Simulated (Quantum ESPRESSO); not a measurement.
# CoO (Fm-3m) in Quantum ESPRESSO: convergence with wavefunction cutoff

Aim: find how far wavefunction cutoff must go before the results for CoO settle, at PBEsol. This setting moves, with any that are tied to it; all else stays.

Program: Quantum ESPRESSO 7.5. These are calculated values, not measurements. Logs are shortened: lines on timing, memory, paths and dates and some standing lists are left out, and cuts for length are marked.

## Step 1: Starting point

The structure is cubic, space group Fm-3m (No. 225). The conventional cell has a = 4.263 Å, b = 4.263 Å, c = 4.263 Å, α = 90.00°, β = 90.00°, γ = 90.00°. Around Co (site symmetry m-3m) lie 6 O at 2.13 Å. O (site symmetry m-3m) has 6 Co at 2.13 Å as nearest neighbours.

## Step 2: With wavefunction cutoff 38 Ry

File pw.in:

```
&CONTROL
  calculation = 'scf'
  prefix = 'pwscf'
  outdir = './tmp'
  pseudo_dir = './pseudo'
  tprnfor = .true.
  tstress = .true.
  disk_io = 'nowf'
/
&SYSTEM
  ibrav = 0
  nat = 2
  ntyp = 2
  ecutwfc = 38
  nbnd = 21
  occupations = 'smearing'
  smearing = 'fd'
  degauss = 0.00367493
  nspin = 2
  starting_magnetization(1) = 0.1176
  starting_magnetization(2) = 0
/
&ELECTRONS
  conv_thr = 4d-10
  electron_maxstep = 120
  mixing_beta = 0.3
/
ATOMIC_SPECIES
Co    58.9332 Co.upf
O     15.9990 O.upf
CELL_PARAMETERS angstrom
   0.0000000000    2.1315000000    2.1315000000
   2.1315000000    0.0000000000    2.1315000000
   2.1315000000    2.1315000000    0.0000000000
ATOMIC_POSITIONS crystal
Co     0.0000000000    0.0000000000    0.0000000000
O      0.5000000000    0.5000000000    0.5000000000
K_POINTS automatic
11 11 11 0 0 0
```

Potentials or basis: PseudoDojo 0.4.1 SR PBEsol standard.

Run with:

```
$ OMP_NUM_THREADS=1 pw.x -in pw.in > pw.out
```

pw.out:

```text
This program is part of the open-source Quantum ESPRESSO suite
     for quantum simulation of materials; please cite
[... 9 lines left out ...]
     --------------------
     sticks:   dense  smooth     PW     G-vecs:    dense   smooth      PW
     Sum         349     349    121                 4111     4111     869

     Using Slab Decomposition

     bravais-lattice index     =            0
     lattice parameter (alat)  =       5.6964  a.u.
     unit-cell volume          =     130.7021 (a.u.)^3
     number of atoms/cell      =            2
     number of atomic types    =            2
     number of electrons       =        23.00
     number of Kohn-Sham states=           21
     kinetic-energy cutoff     =      38.0000  Ry
     charge density cutoff     =     152.0000  Ry
     scf convergence threshold =      4.0E-10
     mixing beta               =       0.3000
     number of iterations used =            8  plain     mixing
     Exchange-correlation= PBESOL
                           (   1   4  10   8   0   0   0)

     celldm(1)=   5.696383  celldm(2)=   0.000000  celldm(3)=   0.000000
     celldm(4)=   0.000000  celldm(5)=   0.000000  celldm(6)=   0.000000

     crystal axes: (cart. coord. in units of alat)
               a(1) = (   0.000000   0.707107   0.707107 )
               a(2) = (   0.707107   0.000000   0.707107 )
               a(3) = (   0.707107   0.707107   0.000000 )

     reciprocal axes: (cart. coord. in units 2 pi/alat)
               b(1) = ( -0.707107  0.707107  0.707107 )
               b(2) = (  0.707107 -0.707107  0.707107 )
               b(3) = (  0.707107  0.707107 -0.707107 )

     PseudoPot. # 1 for Co read from file:
     Co.upf
     Pseudo is Norm-conserving + core correction, Zval = 17.0
     Generated using ONCVPSP code by D. R. Hamann
     Using radial grid of 1388 points,  6 beta functions with:
                l(1) =   0
                l(2) =   0
                l(3) =   1
[... 30 lines left out ...]
         2        O      tau(   2) = (   0.7071068   0.7071068   0.7071068  )

     number of k points=    56  Fermi-Dirac smearing, width (Ry)=  0.0037
                       cart. coord. in units 2pi/alat
        k(    1) = (   0.0000000   0.0000000   0.0000000), wk =   0.0007513
        k(    2) = (   0.0642824   0.0642824  -0.0642824), wk =   0.0060105
        k(    3) = (   0.1285649   0.1285649  -0.1285649), wk =   0.0060105
        k(    4) = (   0.1928473   0.1928473  -0.1928473), wk =   0.0060105
        k(    5) = (   0.2571297   0.2571297  -0.2571297), wk =   0.0060105
        k(    6) = (   0.3214122   0.3214122  -0.3214122), wk =   0.0060105
[... 48 lines left out ...]
        k(   55) = (  -0.0642824  -0.4499770   0.7071068), wk =   0.0180316
        k(   56) = (   0.0000000  -0.3856946   0.6428243), wk =   0.0180316

     Dense  grid:     4111 G-vectors     FFT dimensions: (  24,  24,  24)

     Check: negative core charge=   -0.000655
     Generating pointlists ...
     new r_m :   0.2917 (alat units)  1.6615 (a.u.) for type    1
     new r_m :   0.2917 (alat units)  1.6615 (a.u.) for type    2

     Initial potential from superposition of free atoms

     starting charge      22.9997, renormalised to      23.0000
     Starting wfcs are   14 randomized atomic wfcs +    7 random wfcs

     Self-consistent Calculation

     iteration #  1     ecut=    38.00 Ry     beta= 0.30
     Davidson diagonalization with overlap
     ethr =  1.00E-02,  avg # of iterations =  6.1

     total energy              =    -333.54429395 Ry
     estimated scf accuracy    <       2.46022876 Ry
[... 154 lines left out ...]
     iteration # 17     ecut=    38.00 Ry     beta= 0.30
     Davidson diagonalization with overlap
     ethr =  3.04E-12,  avg # of iterations =  2.0

     Magnetic moment per site  (integrated on atomic sphere of radius R)
     atom   1 (R=0.292)  charge= 14.4304  magn=  2.4299
     atom   2 (R=0.292)  charge=  5.6963  magn=  0.3559

     End of self-consistent calculation

     Number of k-points >= 100: set verbosity='high' to print the bands.

     the Fermi energy is    14.6061 ev

!    total energy              =    -333.97279906 Ry
     estimated scf accuracy    <          6.1E-11 Ry
     smearing contrib. (-TS)   =      -0.00157493 Ry
     internal energy E=F+TS    =    -333.97122413 Ry

     The total energy is F=E-TS. E is the sum of the following terms:
     one-electron contribution =    -141.60843381 Ry
     hartree contribution      =      82.32690095 Ry
     xc contribution           =     -62.12682952 Ry
     ewald contribution        =    -212.56286175 Ry

     total magnetization       =     2.97 Bohr mag/cell
     absolute magnetization    =     2.98 Bohr mag/cell

     convergence has been achieved in  17 iterations

     Forces acting on atoms (cartesian axes, Ry/au):

     atom    1 type  1   force =    -0.00000000   -0.00000000    0.00000000
     atom    2 type  2   force =     0.00000000    0.00000000   -0.00000000

     Total force =     0.000000     Total SCF correction =     0.000000

     Computing stress (Cartesian axis) and pressure

          total   stress  (Ry/bohr**3)                   (kbar)     P=   -13937.77
  -0.09474701  -0.00000000  -0.00000000       -13937.77       -0.00       -0.00
  -0.00000000  -0.09474701  -0.00000000           -0.00   -13937.77       -0.00
  -0.00000000  -0.00000000  -0.09474701           -0.00       -0.00   -13937.77

=------------------------------------------------------------------------------=
   JOB DONE.
=------------------------------------------------------------------------------=
```

Wall time 18 s (1 thread of INTEL XEON PLATINUM 8581C at 2.10GHz (Emerald Rapids), shared host); peak memory 0.05 GiB.

Results:

```
Free energy                                           : -4543.9314 eV
Pressure                                              : -1393.8 GPa
Band gap on the k mesh                                : none (metal or under the smearing width)
Net moment                                            : 2.97 μB per cell
Absolute moment                                       : 2.98 μB per cell
Site moments                                          : Co +2.43; O +0.36 μB
Valence electrons inside the program's atomic spheres : Co 14.43; O 5.70
```

## Step 3: With wavefunction cutoff 48 Ry

Changes to pw.in since step 2:

```diff
@@ -13,3 +13,3 @@
   ntyp = 2
-  ecutwfc = 38
+  ecutwfc = 48
   nbnd = 21
```

Potentials or basis: PseudoDojo 0.4.1 SR PBEsol standard.

Run with:

```
$ OMP_NUM_THREADS=1 pw.x -in pw.in > pw.out
```

Run time: 21 s. Hardware: 1 thread of INTEL XEON PLATINUM 8581C at 2.10GHz (Emerald Rapids), shared host; peak memory 0.06 GiB.

What came out:

```
Free energy                                           : -4586.5533 eV
Pressure                                              : -672.1 GPa
Band gap on the k mesh                                : none (metal or under the smearing width)
Net moment                                            : 2.83 μB per cell
Absolute moment                                       : 2.84 μB per cell
Site moments                                          : Co +2.37; O +0.33 μB
Valence electrons inside the program's atomic spheres : Co 14.59; O 5.72
```

## Step 4: With wavefunction cutoff 58 Ry

Changes to pw.in since step 3:

```diff
@@ -13,3 +13,3 @@
   ntyp = 2
-  ecutwfc = 48
+  ecutwfc = 58
   nbnd = 21
```

Run with:

```
$ OMP_NUM_THREADS=1 pw.x -in pw.in > pw.out
```

It took 32 s on 1 thread of INTEL XEON PLATINUM 8581C at 2.10GHz (Emerald Rapids), shared host; peak memory 0.07 GiB.

What came out:

```yaml
Free_energy: -4601.2775 eV
Pressure: -251.8 GPa
Band_gap_on_the_k_mesh: none (metal or under the smearing width)
Net_moment: 2.96 μB per cell
Absolute_moment: 2.98 μB per cell
Site_moments: Co +2.49; O +0.36 μB
Valence_electrons_inside_the_program's_atomic_spheres: Co 14.62; O 5.74
```

## Step 5: With wavefunction cutoff 67 Ry

Changes to pw.in since step 4:

```diff
@@ -13,3 +13,3 @@
   ntyp = 2
-  ecutwfc = 58
+  ecutwfc = 67
   nbnd = 21
```

Run with:

```
$ OMP_NUM_THREADS=1 pw.x -in pw.in > pw.out
```

It took 30 s on 1 thread of INTEL XEON PLATINUM 8581C at 2.10GHz (Emerald Rapids), shared host; peak memory 0.09 GiB.

Results:

```
Free energy                                           : -4605.0498 eV
Pressure                                              : -81.7 GPa
Band gap on the k mesh                                : none (metal or under the smearing width)
Net moment                                            : 2.98 μB per cell
Absolute moment                                       : 3.00 μB per cell
Site moments                                          : Co +2.51; O +0.36 μB
Valence electrons inside the program's atomic spheres : Co 14.62; O 5.75
```

## Step 6: With wavefunction cutoff 77 Ry

Changes to pw.in since step 5:

```diff
@@ -13,3 +13,3 @@
   ntyp = 2
-  ecutwfc = 67
+  ecutwfc = 77
   nbnd = 21
```

Potentials or basis: PseudoDojo 0.4.1 SR PBEsol standard.

Run with:

```
$ OMP_NUM_THREADS=1 pw.x -in pw.in > pw.out
```

It took 36 s on 1 thread of INTEL XEON PLATINUM 8581C at 2.10GHz (Emerald Rapids), shared host; peak memory 0.1 GiB.

The run converged. Its results:

| Item | Value |
| --- | --- |
| Free energy | -4605.9317 eV |
| Pressure | -22.8 GPa |
| Band gap on the k mesh | none (metal or under the smearing width) |
| Net moment | 2.98 μB per cell |
| Absolute moment | 3.00 μB per cell |
| Site moments | Co +2.52; O +0.36 μB |
| Valence electrons inside the program's atomic spheres | Co 14.61; O 5.75 |

## Step 7: With wavefunction cutoff 86 Ry

Changes to pw.in since step 6:

```diff
@@ -13,3 +13,3 @@
   ntyp = 2
-  ecutwfc = 77
+  ecutwfc = 86
   nbnd = 21
```

Run with:

```
$ OMP_NUM_THREADS=1 pw.x -in pw.in > pw.out
```

Run time: 43 s. Hardware: 1 thread of INTEL XEON PLATINUM 8581C at 2.10GHz (Emerald Rapids), shared host; peak memory 0.12 GiB.

It converged, with:

- Free energy: -4606.0344 eV
- Pressure: -12.4 GPa
- Band gap on the k mesh: none (metal or under the smearing width)
- Net moment: 2.98 μB per cell
- Absolute moment: 3.00 μB per cell
- Site moments: Co +2.52; O +0.36 μB
- Valence electrons inside the program's atomic spheres: Co 14.61; O 5.75

## Step 8: With wavefunction cutoff 96 Ry

Changes to pw.in since step 7:

```diff
@@ -13,3 +13,3 @@
   ntyp = 2
-  ecutwfc = 86
+  ecutwfc = 96
   nbnd = 21
```

Run with:

```
$ OMP_NUM_THREADS=1 pw.x -in pw.in > pw.out
```

Run time: 50 s. Hardware: 1 thread of INTEL XEON PLATINUM 8581C at 2.10GHz (Emerald Rapids), shared host; peak memory 0.13 GiB.

It converged, with:

```yaml
Free_energy: -4606.0429 eV
Pressure: -11.1 GPa
Band_gap_on_the_k_mesh: none (metal or under the smearing width)
Net_moment: 2.98 μB per cell
Absolute_moment: 3.00 μB per cell
Site_moments: Co +2.52; O +0.36 μB
Valence_electrons_inside_the_program's_atomic_spheres: Co 14.61; O 5.75
```

## Step 9: With wavefunction cutoff 115 Ry

Changes to pw.in since step 8:

```diff
@@ -13,3 +13,3 @@
   ntyp = 2
-  ecutwfc = 96
+  ecutwfc = 115
   nbnd = 21
```

Potentials or basis: PseudoDojo 0.4.1 SR PBEsol standard.

Run with:

```
$ OMP_NUM_THREADS=1 pw.x -in pw.in > pw.out
```

It took 66 s on 1 thread of INTEL XEON PLATINUM 8581C at 2.10GHz (Emerald Rapids), shared host; peak memory 0.16 GiB.

It converged, with:

* Free energy: -4606.0439 eV
* Pressure: -11.0 GPa
* Band gap on the k mesh: none (metal or under the smearing width)
* Net moment: 2.98 μB per cell
* Absolute moment: 3.00 μB per cell
* Site moments: Co +2.52; O +0.36 μB
* Valence electrons inside the program's atomic spheres: Co 14.61; O 5.75

## Step 10: With wavefunction cutoff 144 Ry

Changes to pw.in since step 9:

```diff
@@ -13,3 +13,3 @@
   ntyp = 2
-  ecutwfc = 115
+  ecutwfc = 144
   nbnd = 21
```

Run with:

```
$ OMP_NUM_THREADS=1 pw.x -in pw.in > pw.out
```

Run time: 2 min. Hardware: 1 thread of INTEL XEON PLATINUM 8581C at 2.10GHz (Emerald Rapids), shared host; peak memory 0.22 GiB.

It converged, with:

```
Free energy                                           : -4606.0447 eV
Pressure                                              : -11.0 GPa
Band gap on the k mesh                                : none (metal or under the smearing width)
Net moment                                            : 2.98 μB per cell
Absolute moment                                       : 3.00 μB per cell
Site moments                                          : Co +2.52; O +0.36 μB
Valence electrons inside the program's atomic spheres : Co 14.61; O 5.75
```

## Step 11: Summary

```csv
wavefunction cutoff,"energy less the tightest run, at zero smearing (meV/atom)",pressure (GPa),absolute moment (μB),SCF cycles,CPU time (s),peak memory (GiB)
38 Ry,31054.29,-1393.78,2.98,17,18,0.05
48 Ry,9745.94,-672.05,2.84,17,21,0.06
58 Ry,2383.81,-251.80,2.98,16,32,0.07
67 Ry,497.45,-81.72,3.00,15,30,0.09
77 Ry,56.50,-22.75,3.00,15,36,0.1
86 Ry,5.15,-12.36,3.00,15,43,0.12
96 Ry,0.92,-11.08,3.00,15,50,0.13
115 Ry,0.40,-11.05,3.00,15,66,0.16
144 Ry,0.00,-11.04,3.00,15,120,0.22
```

Against the tightest run, the energy stays within 1 meV/atom from 96 Ry on; the pressure stays within 0.1 GPa from 96 Ry on; the absolute moment stays within 0.02 μB from 67 Ry on. The tightest run that finished is the yardstick and may itself not be fully converged.

Caveats: a cell with one magnetic atom can't hold antiferromagnetic order, which such compounds often take; semilocal functionals often make such compounds metallic where correlation or magnetic order opens a gap, which also shifts bond lengths.
